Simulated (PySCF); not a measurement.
**Calculated NMR parameters of 1-Propanamine**

| Item | Value |
| --- | --- |
| Formula | C3H9N |
| SMILES | CCCN |
| InChI | InChI=1S/C3H9N/c1-2-3-4/h2-4H2,1H3 |
| Point group of the computed structure | C1 |
| Degrees of unsaturation | 0 |
| Carbon signals | 3 |
| Proton signals | 4 |

Atom-mapped SMILES (the numbers label the heavy atoms): `[CH3:1][CH2:2][CH2:3][NH2:4]`. Each H is labelled by its parent atom.

Computed data (PySCF 2.14): GIAO HF/pcSseg-2 shieldings, coordinates at the PBE0-D3(BJ)/def2-SVP level, J couplings at B3LYP/pcJ-1 (spin–dipole term only in couplings to heteroatoms). Gas phase, no relativistic terms, single conformer, rapidly exchanging positions averaged.

δ = σ(ref) − σ, references computed at the same level: 1H, 13C against TMS; 15N vs NH3.

| carbon | δC, type | δH (multiplicity, J in Hz) | HMBC from (abs. J ≥ 3 Hz) | span of the C tensor (ppm) |
| --- | --- | --- | --- | --- |
| C1 | 14.6, CH3 | 0.93 (t, 8.3) | H(C2) | 22 |
| C2 | 28.7, CH2 | 1.31 (sext, 8.2) | H(C1) | 28 |
| C3 | 45.3, CH2 | 2.30 (t, 7.9) | H(C2), H(C1) | 42 |

Other nuclei:
```
atoms  nucleus                    environment  δ (ppm)  σ (ppm)
H(N4)       1H  hydrogen on an amine nitrogen     0.56    31.13
   N4      15N                 amine nitrogen     27.9    232.8
```

Selected couplings (Hz, signed; the shortest-range and largest first, 30 at most; isotopes 13C, 1H, 15N): 1J(C3,H(C3)) 134.2, 1J(C1,H(C1)) 131.4, 1J(C2,H(C2)) 131.1, 1J(C2,C3) 39.1, 1J(C1,C2) 37.3, 1J(C3,N4) -4.8, 2J(C2,N4) -4.8, 2J(N4,H(C3)) -1.4, 2J(C1,C3) 1.3, 3J(H(C1),H(C2)) 8.3, 3J(H(C2),H(C3)) 7.9, 3J(C1,N4) -3.7, 3J(N4,H(C2)) -1.4.

- Carbon types of the structure: 2 × CH2, 1 × CH3, leaving 2 H on heteroatoms.
- δC 45.3: sp3 CH2 bonded to N; deshielded by the electronegative neighbour.
- δC 28.7: sp3 CH2; saturated and bonded to C and H only.
- δH 2.30: hydrogen on an sp3 CH2 bonded to N; its carbon carries N, hence the downfield position.
- δH 0.93: hydrogen on a methyl carbon; far from electronegative atoms and π systems.
- δH 0.56: hydrogen on an amine nitrogen; labile proton, position sensitive to the medium.
- The protons at 0.93 and 1.31 share a coupling of 8.3 Hz (vicinal).
- The protons at 1.31 and 2.30 share a coupling of 7.9 Hz (vicinal).

OH and NH positions are those of a molecule without intermolecular hydrogen bonds; in solution they move with solvent, concentration and temperature, and exchange usually removes their couplings. Splittings below 1 Hz are ignored in the labels, and close J values are merged. Unscaled 3J(H,H) at this level run about 10 % above measured values. Shifts are as computed, not scaled to solution data. Of 1211 compounds with measured shifts, 218 miss one by over three times the rms of a fit or turn the order of signals round; such compounds aren't used in these exercises. Couplings to exchangeable protons are dropped. Experimental scales use liquid or dissolved standards, which lie at an offset from isolated NH3 (liquid NH3: subtract about 20 ppm). Vicinal H,H couplings across rotating CH2–CH2 and CH–CH2 bonds are estimated from the computed gauche and anti values for equal rotamer populations, (2 J gauche + J anti)/3.
